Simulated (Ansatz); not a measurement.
**Au in Ansatz: the effect of target pressure**

The system is Au.

```
CELL_PARAMETERS angstrom
0.00000 2.03500 2.03500
2.03500 0.00000 2.03500
2.03500 2.03500 0.00000
ATOMIC_POSITIONS crystal
Au 0.00000 0.00000 0.00000
```

Alike in all runs:

```yaml
Program: Ansatz 0.2.0
Task: relaxation of cell and atoms
Functional: PBEsol
Potentials_or_basis: Ansatz PAW
Cutoff: "420 eV (not typed: the program's choice for these potentials)"
k_mesh: 11 × 11 × 11
Occupations: fermi-dirac, width 0.05 eV
Spin: no spin polarisation
```

Each run relaxes the cell or the atoms first.

Task: One run gave: relaxed volume 17.01 Å³/atom. Which target pressure did it use?
A. 0 GPa
B. 10 GPa
C. 2 GPa
D. 30 GPa
E. 20 GPa

Result: A.

```csv
target pressure,relaxed volume (Å³/atom)
0 GPa,17.01
2 GPa,16.83
5 GPa,16.57
10 GPa,16.19
20 GPa,15.57
30 GPa,15.06
```

Caveats: the plane-wave basis is chosen anew once the cell has moved, so the energies of steps on either side of that aren't comparable; the PAW data sets come from PBE, with cores solved anew for the run's functional, which leaves a small shift of forces and pressure.
